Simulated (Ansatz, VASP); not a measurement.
**C: VASP beside Ansatz**

```xyz
1
Lattice="-1.1506 1.1506 1.1506 1.1506 -1.1506 1.1506 1.1506 1.1506 -1.1506" Properties=species:S:1:pos:R:3 pbc="T T T"
C     0.0000    0.0000    0.0000
```

Alike in both runs: functional PBE; k mesh 24 × 24 × 24; occupations fermi-dirac, width 0.1 eV; no spin polarisation.

Ansatz relaxed the structure, and its values are those at the end. VASP's run is a single point on that final structure, the one shown.

```csv
,VASP,Ansatz
version,VASP 6.6.1,Ansatz 0.2.0
potentials or method,"VASP PAW PBE potentials, release 64 (C)","PAW with Ansatz's default frozen-core files, scalar-relativistic"
plane-wave cutoff (eV),520,420
valence electrons in the cell,4,4
```

|  | VASP | Ansatz | Ansatz less VASP |
| --- | --- | --- | --- |
| pressure (GPa) | 21.2 | 21.0 | -0.23 |

Caveats: so large a pressure means that the cell lies far from this level's equilibrium, or that cutoff or potentials fall short (VASP).
